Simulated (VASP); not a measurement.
TlBr: relaxation of cell and atoms with PBEsol

Crystal: TlBr.

```
Tl Br
1.0
     3.98000    0.00000    0.00000
     0.00000    3.98000    0.00000
     0.00000    0.00000    3.98000
Tl Br
1 1
Direct
  0.00000 0.00000 0.00000
  0.50000 0.50000 0.50000
```

```yaml
Program: VASP 6.6.1
Task: relaxation of cell and atoms
Functional: PBEsol
Potentials_or_basis: VASP PAW PBE potentials, release 64 (Tl_d, Br)
Cutoff: 600 eV
k_mesh: 8 × 8 × 8
Occupations: gaussian, width 0.02 eV
Spin: no spin polarisation
Dipole_correction: no
Further_INCAR_settings: ALGO = Fast; EDIFF = 1e-07; IBRION = 2; EDIFFG = -0.005; NSW = 70; ISIF = 3
```

- Relaxed volume: 30.01 Å³/atom
- Relaxed cell: a = 3.915 Å, b = 3.915 Å, c = 3.915 Å, α = 90.00°, β = 90.00°, γ = 90.00°
- Space group after relaxing (to 0.05 Å): Pm-3m (No. 221)
- Energy gained by relaxing: 5.9 meV/atom
- Ionic steps: 3
- Pressure after relaxing: 0.0 GPa
- Band gap on the k mesh: 1.59 eV, direct

Step by step:
| step | energy change (eV) | largest force (eV/Å) | pressure (GPa) | volume (Å³) |
| --- | --- | --- | --- | --- |
| 1 | 0.0000 | 0.0000 | -1.18 | 63.04 |
| 2 | -0.0105 | 0.0000 | -0.41 | 60.95 |
| 3 | -0.0118 | 0.0000 | -0.01 | 60.02 |

Final structure:
```yaml
crystal:
  lattice:
    - [3.91526, 0.00000, 0.00000]
    - [0.00000, 3.91526, 0.00000]
    - [0.00000, 0.00000, 3.91526]
  atoms:
    - { symbol: Tl, position: [0.00000, 0.00000, 0.00000] }
    - { symbol: Br, position: [0.50000, 0.50000, 0.50000] }
```

Levels at points of the mesh, in eV from the valence-band top:
```
           k point  band 7  band 8  band 9  band 10  band 11  band 12  band 13  band 14
(0.00, 0.00, 0.00)   -4.84   -1.54   -1.54    -1.54     6.72     6.72     7.33     7.33
(0.50, 0.00, 0.00)   -5.92   -0.97   -0.97     0.00     1.59     5.66     5.66     7.67
(0.50, 0.50, 0.00)   -3.91   -3.34   -3.34    -0.89     4.84     4.84     7.47     7.50
(0.50, 0.50, 0.50)   -2.78   -2.20   -2.20    -2.20     1.81     1.81     1.81    12.95
```

It took 30 s on 1 thread of Intel(R) Xeon(R) 6975P-C (Granite Rapids) (shared host), peak memory 0.21 GiB.

Caveat: the PAW data sets were made with another functional, which shifts forces and pressure a little; spin-orbit coupling is left out, which as a rule narrows the gap of such compounds by several tenths of an eV. A k mesh can miss the band edges.
